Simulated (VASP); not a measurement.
# AgCl (Imm2) in VASP: further runs

One crystal, AgCl, is run at these levels: PBEsol; tasks: single point.

Everything below comes from runs of VASP 6.6.1. Logs are shortened: lines on timing, memory, paths and dates and some standing lists are left out, and cuts for length are marked.

## 1. The cell of the first run

Symmetry: Imm2, No. 44, orthorhombic system. Conventional cell: a = 3.922 Å, b = 5.546 Å, c = 3.922 Å, α = 90.00°, β = 90.00°, γ = 90.00°. Ag (site symmetry mm2) is surrounded by 2 Cl at 2.37 Å. Cl (site symmetry mm2) is surrounded by 2 Ag at 2.37 Å.

Measurements of this composition are mostly on another form, of space group No. 225.

## 2. Single point, PBEsol (atom 2 (Cl) moved by (-0.450, -0.450) A along x and y)

File INCAR:

```
SYSTEM = AgCl
  ALGO = Normal
  EDIFF = 1E-7
  ENCUT = 520
  GGA = PS
  ISIF = 2
  ISMEAR = 0
  LASPH = .TRUE.
  LCHARG = .TRUE.
  LELF = .TRUE.
  LREAL = .FALSE.
  LVHAR = .TRUE.
  LWAVE = .FALSE.
  NBANDS = 16
  NELM = 100
  PREC = Accurate
  SIGMA = 0.05
```

File KPOINTS:

```
k-points
0
G
  8 8 8
  0 0 0
```

File POSCAR:

```
AgCl
1.0
    0.0000000000      2.7731500000      2.7731500000
    2.7731500000      0.0000000000      2.7731500000
    2.7731500000      2.7731500000      0.0000000000
Ag Cl
1 1
Direct
    0.5000000000      0.5000000000      0.5000000000
    0.0000000000      0.0000000000     -0.1622703424
```

Potentials or basis: VASP PAW PBE potentials, release 64 (Ag, Cl).

Command:

```console
$ cat potpaw_PBE.64/Ag/POTCAR potpaw_PBE.64/Cl/POTCAR > POTCAR
$ mpirun -np 1 vasp_std > vasp.out
```

OUTCAR:

```text
SYSTEM = AgCl
   EDIFF = 1E-7
   ENCUT = 520
   GGA = PS
   ISIF = 2
   ISMEAR = 0
   LASPH = .TRUE.
   LREAL = .FALSE.
   NELM = 100
   PREC = Accurate

 ion  position               nearest neighbor table
   1  0.500  0.500  0.500-   2 2.37   2 2.37   2 2.85   2 2.85
   2  0.000  0.000  0.838-   1 2.37   1 2.37   1 2.85   1 2.85

  LATTYP: Found a face centered cubic cell.
 ALAT       =     5.5463000000

  Lattice vectors:

 A1 = (   0.0000000000,   2.7731500000,   2.7731500000)
 A2 = (   2.7731500000,   0.0000000000,   2.7731500000)
 A3 = (   2.7731500000,   2.7731500000,   0.0000000000)

Analysis of symmetry for initial positions (statically):
=====================================================================
 Subroutine PRICEL returns:
 Original cell was already a primitive cell.

 Routine SETGRP: Setting up the symmetry group for a
 face centered cubic supercell.

 Subroutine GETGRP returns: Found  4 space group operations
 (whereof  4 operations were pure point group operations)
 out of a pool of 48 trial point group operations.

The static configuration has the point symmetry C_2v.

Analysis of symmetry for dynamics (positions and initial velocities):
=====================================================================
 Subroutine PRICEL returns:
 Original cell was already a primitive cell.

 Routine SETGRP: Setting up the symmetry group for a
 face centered cubic supercell.

 Subroutine GETGRP returns: Found  4 space group operations
 (whereof  4 operations were pure point group operations)
 out of a pool of 48 trial point group operations.

The dynamic configuration has the point symmetry C_2v.

 Subroutine INISYM returns: Found  4 space group operations
 (whereof  4 operations are pure point group operations),
 and found     1 'primitive' translations

----------------------------------------------------------------------------------------

                                     Primitive cell

  volume of cell :      42.6530

  direct lattice vectors                    reciprocal lattice vectors
     0.000000000  2.773150000  2.773150000    -0.180300380  0.180300380  0.180300380
     2.773150000  0.000000000  2.773150000     0.180300380 -0.180300380  0.180300380
     2.773150000  2.773150000  0.000000000     0.180300380  0.180300380 -0.180300380

  length of vectors
     3.921826340  3.921826340  3.921826340     0.312289420  0.312289420  0.312289420

  position of ions in fractional coordinates (direct lattice)
     0.500000000  0.500000000  0.500000000
     0.000000000  0.000000000  0.837729658

  ion indices of the primitive-cell ions
   primitive index   ion index
                 1           1
                 2           2

----------------------------------------------------------------------------------------

 KPOINTS: k-points

Automatic generation of k-mesh.
 Grid dimensions read from file:
 generate k-points for:    8    8    8

 Generating k-lattice:

  Cartesian coordinates                     Fractional coordinates (reciprocal lattice)
    -0.022537548  0.022537548  0.022537548     0.125000000  0.000000000  0.000000000
     0.022537548 -0.022537548  0.022537548     0.000000000  0.125000000  0.000000000
     0.022537548  0.022537548 -0.022537548     0.000000000  0.000000000  0.125000000

  Length of vectors
     0.039036177  0.039036177  0.039036177

  Shift w.r.t. Gamma in fractional coordinates (k-lattice)
     0.000000000  0.000000000  0.000000000

 Subroutine IBZKPT returns following result:
 ===========================================

 Found     95 irreducible k-points:

 Following reciprocal coordinates:
            Coordinates               Weight
  0.000000  0.000000  0.000000      1.000000
  0.125000  0.000000  0.000000      4.000000
  0.000000  0.000000  0.125000      4.000000
  0.250000  0.000000  0.000000      4.000000
  0.000000  0.000000  0.250000      4.000000
  0.375000  0.000000  0.000000      4.000000
[... 16 lines left out ...]
  0.125000  0.125000 -0.375000      4.000000
 -0.375000  0.125000  0.000000      4.000000
 [... further k-points ...]
   k-points           NKPTS =     95   k-points in BZ     NKDIM =     95   number of bands    NBANDS=     16
   number of dos      NEDOS =    301   number of ions     NIONS =      2
   total plane-waves  NPLWV =  27000
   dimension x,y,z NGX =    30 NGY =   30 NGZ =   30
   dimension x,y,z NGXF=    60 NGYF=   60 NGZF=   60
   ions per type =               1   1
   NGX,Y,Z   is equivalent  to a cutoff of  12.72, 12.72, 12.72 a.u.
   NGXF,Y,Z  is equivalent  to a cutoff of  25.43, 25.43, 25.43 a.u.
 SYSTEM =  AgCl
   PREC   = accura    normal or accurate (medium, high low for compatibility)
   ISTART =      0    job   : 0-new  1-cont  2-samecut
   ICHARG =      2    charge: 1-file 2-atom 10-const
   ISPIN  =      1    spin polarized calculation?
   LNONCOLLINEAR =      F non collinear calculations
   LSORBIT =      F    spin-orbit coupling
   LASPH  =      T    aspherical Exc in radial PAW
   ENCUT  =  520.0 eV  38.22 Ry    6.18 a.u.   7.29  7.29  7.29*2*pi/ulx,y,z
   NELM   =    100;   NELMIN=  2; NELMDL= -5     # of ELM steps
   EDIFF  = 0.1E-06   stopping-criterion for ELM
   LREAL  =      F    real-space projection
   EDIFFG = 0.1E-05   stopping-criterion for IOM
   NSW    =      0    number of steps for IOM
   IBRION =     -1    ionic relax: 0-MD 1-quasi-New 2-CG
   NFREE  =      0    steps in history (QN), initial steepest desc. (CG)
   ISIF   =      2    stress and relaxation
   ISYM   =      2    0-nonsym 1-usesym 2-fastsym
   POTIM  = 0.5000    time-step for ionic-motion
   TEBEG  =    0.0;   TEEND  =   0.0 temperature during run
   PSTRESS=    0.0 pullay stress
   NELECT =      18.0000    total number of electrons
   NUPDOWN=      -1.0000    fix difference up-down
   EMIN   =  10.00;   EMAX   =-10.00  energy-range for DOS
   EFERMI =   0.00;   METHOD = LEGACY
   ISMEAR =     0;   SIGMA  =   0.05  broadening in eV -4-tet -1-fermi 0-gaus
   EFERMI_NEDOS =   21; number of points for ismear=-14 and -15
   IALGO  =     38    algorithm
   IMIX   =      4    mixing-type and parameters
     AMIX     =   0.40;   BMIX     =  1.00
     AMIX_MAG =   1.60;   BMIX_MAG =  1.00
  volume/ion in A,a.u.               =      21.33       143.92
  Fermi-wavevector in a.u.,A,eV,Ry     =   1.227955  2.320498 20.515850  1.507872
  Thomas-Fermi vector in A             =   2.362898
   LORBIT       =      0    0 simple, 1 ext, 2 COOP (PROOUT), +10 PAW based schemes
   GGA     = PS    functional components
   LHFCALC =     F    Hartree Fock is set to
   AEXX    =    0.0000 exact exchange contribution
   IVDW    =     0    specifies the selected vdW correction
   LEPSILON=     F    determine dielectric tensor
   LRPA    =     F    only Hartree local field effects (RPA)
 non-spin polarized calculation
 Gauss-broadening in eV      SIGMA  =   0.05
  energy-cutoff  :      520.00
  volume of cell :       42.65
 maximum number of plane-waves:      1174
 NGX is ok and might be reduce to    30
   NGX = 15   NGY = 15   NGZ = 15

 number of electron      18.0000005 magnetization

 Free energy of the ion-electron system (eV)
  ---------------------------------------------------
  ext. energy  EPLUGINS =         0.00000000
  ---------------------------------------------------
  free energy    TOTEN  =        -5.80898750 eV

  energy without entropy =       -5.80898750  energy(sigma->0) =       -5.80898750

 E-fermi :   4.2825     XC(G=0): -10.1428

 val. band max:        4.0112243662   @ k =   0.0000   0.0000   0.5000
 cond. band min:       4.7457157486   @ k =   0.0000   0.0000   0.0000
 fundamental gap:      0.7344913824
 Fermi energy:         4.2824509186

 k-point     1 :       0.0000    0.0000    0.0000
  band No.  band energies     occupation
      1     -11.6672      2.00000
      2      -0.8498      2.00000
      3      -0.4038      2.00000
      4       0.1966      2.00000
      5       1.0282      2.00000
      6       1.1803      2.00000
[... 8 lines left out ...]
     15      16.1295      0.00000
     16      16.7054      0.00000

 k-point     2 :       0.1250    0.0000    0.0000
  band No.  band energies     occupation
      1     -11.6095      2.00000
      2      -0.9899      2.00000
      3      -0.3722      2.00000
      4       0.1178      2.00000
      5       1.0468      2.00000
      6       1.1451      2.00000
[... 8 lines left out ...]
     15      15.9748      0.00000
     16      17.0611      0.00000

 k-point     3 :       0.0000    0.0000    0.1250
  band No.  band energies     occupation
      1     -11.6130      2.00000
      2      -0.9257      2.00000
      3      -0.5932      2.00000
      4       0.1168      2.00000
      5       1.0686      2.00000
      6       1.2013      2.00000
[... 8 lines left out ...]
     15      15.8028      0.00000
     16      16.6427      0.00000

 k-point     4 :       0.2500    0.0000    0.0000
  band No.  band energies     occupation
      1     -11.4654      2.00000
      2      -1.3388      2.00000
      3      -0.4119      2.00000
      4       0.0275      2.00000
      5       0.9865      2.00000
      6       1.2026      2.00000
[... 8 lines left out ...]
     15      15.9430      0.00000
     16      16.6883      0.00000

 k-point     5 :       0.0000    0.0000    0.2500
  band No.  band energies     occupation
      1     -11.4774      2.00000
      2      -1.0979      2.00000
      3      -1.0444      2.00000
      4      -0.1295      2.00000
      5       1.1803      2.00000
      6       1.2839      2.00000
[... 8 lines left out ...]
     15      15.8132      0.00000
     16      16.4779      0.00000

 k-point     6 :       0.3750    0.0000    0.0000
  band No.  band energies     occupation
      1     -11.3136      2.00000
      2      -1.7048      2.00000
      3      -0.5523      2.00000
      4      -0.0491      2.00000
      5       1.0280      2.00000
      6       1.3420      2.00000
[... 8 lines left out ...]
     15      16.9361      0.00000
     16      17.1456      0.00000

 k-point     7 :       0.0000    0.0000    0.3750
  band No.  band energies     occupation
      1     -11.3348      2.00000
      2      -1.4931      2.00000
      3      -1.2566      2.00000
      4      -0.3905      2.00000
      5       1.3077      2.00000
      6       1.4129      2.00000
[... 8 lines left out ...]
     15      16.7812      0.00000
     16      17.2453      0.00000

 k-point     8 :       0.5000    0.0000    0.0000
  band No.  band energies     occupation
      1     -11.2484      2.00000
      2      -1.8600      2.00000
      3      -0.6158      2.00000
      4      -0.1121      2.00000
      5       1.1497      2.00000
      6       1.4091      2.00000
[... 8 lines left out ...]
     15      17.5931      0.00000
     16      18.3150      0.00000

 k-point     9 :       0.0000    0.0000    0.5000
  band No.  band energies     occupation
      1     -11.2736      2.00000
      2      -1.6779      2.00000
      3      -1.3188      2.00000
      4      -0.4932      2.00000
      5       1.3646      2.00000
      6       1.4785      2.00000
[... 8 lines left out ...]
     15      17.4634      0.00000
     16      18.2082      0.00000
[... 172 lines left out ...]
 k-point    19 :       0.1250    0.1250   -0.2500
  band No.  band energies     occupation
      1     -11.3562      2.00000
      2      -1.2255      2.00000
      3      -1.1406      2.00000
      4      -0.4640      2.00000
      5       1.3215      2.00000
      6       1.3549      2.00000
[... 8 lines left out ...]
     15      17.2844      0.00000
     16      17.4011      0.00000

 k-point    20 :       0.5000    0.1250    0.0000
  band No.  band energies     occupation
      1     -11.2458      2.00000
      2      -1.7335      2.00000
      3      -0.6504      2.00000
      4      -0.0898      2.00000
      5       0.9885      2.00000
      6       1.4350      2.00000
[... 8 lines left out ...]
     15      17.7328      0.00000
     16      18.4395      0.00000

 k-point    21 :       0.0000    0.5000    0.1250
  band No.  band energies     occupation
      1     -11.2428      2.00000
      2      -1.7276      2.00000
      3      -0.5824      2.00000
      4      -0.1186      2.00000
      5       1.1745      2.00000
      6       1.3605      2.00000
[... 8 lines left out ...]
     15      17.5266      0.00000
     16      17.9113      0.00000

 k-point    22 :       0.1250    0.0000    0.5000
  band No.  band energies     occupation
      1     -11.2640      2.00000
      2      -1.5531      2.00000
      3      -1.2693      2.00000
      4      -0.4218      2.00000
      5       1.2938      2.00000
      6       1.4757      2.00000
[... 8 lines left out ...]
     15      17.7246      0.00000
     16      18.2295      0.00000

 k-point    23 :       0.1250    0.1250   -0.3750
  band No.  band energies     occupation
      1     -11.2669      2.00000
      2      -1.5419      2.00000
      3      -1.2732      2.00000
      4      -0.5354      2.00000
      5       1.3842      2.00000
      6       1.4596      2.00000
[... 8 lines left out ...]
     15      17.5527      0.00000
     16      18.0995      0.00000

 k-point    24 :      -0.3750    0.1250    0.0000
  band No.  band energies     occupation
      1     -11.2596      2.00000
      2      -1.6994      2.00000
      3      -0.5805      2.00000
      4      -0.1189      2.00000
      5       1.1372      2.00000
      6       1.3665      2.00000
[... 8 lines left out ...]
     15      17.2607      0.00000
     16      17.8593      0.00000

 [... further k-points ...]

------------------------ aborting loop because EDIFF is reached ----------------------------------------

  FORCE on cell =-STRESS in cart. coord.  units (eV):
  Direction    XX          YY          ZZ          XY          YZ          ZX
  --------------------------------------------------------------------------------------
  -------------------------------------------------------------------------------------
  Total        1.8577444      1.8577444     -0.4681947     -1.1758534      0.0000000      0.0000000
  in kB       69.7824899     69.7824899    -17.5868071    -44.1686042      0.0000000      0.0000000
  external PRESSURE =      40.6593909 kB  Pullay stress =       0.0000000 kB

 VOLUME and BASIS-vectors are now :
 -----------------------------------------------------------------------------
  energy-cutoff  :      520.00
  volume of cell :       42.65
      direct lattice vectors                 reciprocal lattice vectors
     0.000000000  2.773150000  2.773150000    -0.180300380  0.180300380  0.180300380
     2.773150000  0.000000000  2.773150000     0.180300380 -0.180300380  0.180300380
     2.773150000  2.773150000  0.000000000     0.180300380  0.180300380 -0.180300380

 POSITION                                       TOTAL-FORCE (eV/Angst)
 -----------------------------------------------------------------------------------
      2.77315      2.77315      2.77315        -0.637969     -0.637969     -0.000000
      2.32315      2.32315      0.00000         0.637969      0.637969      0.000000
 -----------------------------------------------------------------------------------
    total drift:                               -0.000058     -0.000058      0.000000

  FREE ENERGIE OF THE ION-ELECTRON SYSTEM (eV)
  ---------------------------------------------------
  free  energy   TOTEN  =        -5.8089875046 eV

  energy  without entropy=       -5.8089875046  energy(sigma->0) =       -5.80898750
```

Run time: 70 s. Hardware: 1 thread of AMD EPYC 7R13 (Zen 3), shared host; peak memory 0.18 GiB.

Results:

```yaml
Free_energy: -5.8090 eV
Pressure: 4.1 GPa
Largest_force: 0.902 eV/Å
Band_gap_on_the_k_mesh: 0.73 eV, indirect (least direct gap 1.48 eV)
```

Forces in eV/Å, atoms in the order of the input:
```
Ag  -0.638 -0.638  0.000
Cl   0.638  0.638  0.000
```

Levels at points of the mesh, in eV from the valence-band top:
| k point | band 7 | band 8 | band 9 | band 10 | band 11 | band 12 |
| --- | --- | --- | --- | --- | --- | --- |
| (0.00, 0.00, 0.00) | -1.46 | -0.98 | -0.74 | 0.73 | 8.87 | 9.41 |
| (0.50, 0.00, 0.00) | -2.23 | -1.41 | -0.61 | 4.30 | 6.01 | 7.93 |
| (0.00, 0.00, 0.50) | -2.09 | -0.60 | 0.00 | 3.97 | 6.03 | 7.64 |
| (0.50, 0.50, 0.00) | -2.32 | -1.66 | -1.36 | 2.36 | 6.47 | 8.19 |
| (0.00, 0.50, 0.50) | -2.46 | -2.08 | -1.91 | 2.27 | 6.81 | 8.62 |

Caveat: the PAW data sets were made with another functional, which shifts forces and pressure a little.

## 3. Single point, PBEsol (atom 2 (Cl) moved by (-0.225, +0.000) A along x and y)

File INCAR:

```
PREC = Accurate
ENCUT = 520
EDIFF = 1E-7
ISMEAR = 0
SIGMA = 0.05
LREAL = False
LASPH = True
NELM = 100
ALGO = Normal
ISIF = 2
LWAVE = False
LCHARG = True
GGA = PS
LELF = True
LVHAR = True
NBANDS = 16
```

File KPOINTS:

```
Automatic mesh
0
Gamma
  8 8 8
```

POSCAR, as its differences from that of step 2:

```diff
@@ -9,2 +9,2 @@
     0.5000000000      0.5000000000      0.5000000000
-    0.0000000000      0.0000000000     -0.1622703424
+    0.0405675856     -0.0405675856     -0.0405675856
```

Potentials or basis: VASP PAW PBE potentials, release 64 (Ag, Cl).

Command:

```console
$ cat potpaw_PBE.64/Ag/POTCAR potpaw_PBE.64/Cl/POTCAR > POTCAR
$ mpirun -np 1 vasp_std > vasp.out
```

It took 47 s on 1 thread of AMD EPYC 7R13 (Zen 3), shared host; peak memory 0.16 GiB.

Results (log left out):

| Quantity | Value |
| --- | --- |
| Free energy | -6.0159 eV |
| Pressure | -1.9 GPa |
| Largest force | 0.276 eV/Å |
| Band gap on the k mesh | 0.80 eV, indirect (least direct gap 2.30 eV) |

Forces in eV/Å, atoms in the order of the input:
```
Ag  -0.276  0.000  0.000
Cl   0.276  0.000  0.000
```

Stress tensor (GPa, compression positive):
```
-0.32  0.00  0.00
 0.00 -2.66  0.00
 0.00  0.00 -2.66
```

Levels at points of the mesh, in eV from the valence-band top:
```csv
k point,band 5,band 6,band 7,band 8,band 9,band 10,band 11,band 12,band 13,band 14
"(0.00, 0.00, 0.00)",-2.43,-2.39,-1.87,-1.87,-1.50,0.80,10.58,10.58,10.58,12.36
"(0.50, 0.00, 0.00)",-2.08,-2.08,-1.76,-0.02,0.00,4.15,6.45,7.61,7.75,13.26
"(0.50, 0.50, 0.00)",-2.33,-1.96,-1.94,-1.90,-1.86,2.33,7.69,8.51,11.58,11.61
"(0.00, 0.50, 0.50)",-2.77,-2.19,-1.96,-1.96,-1.89,2.33,7.89,8.66,11.42,11.42
```

Caveat: the PAW data sets were made with another functional, which shifts forces and pressure a little. A k mesh can miss the band edges.
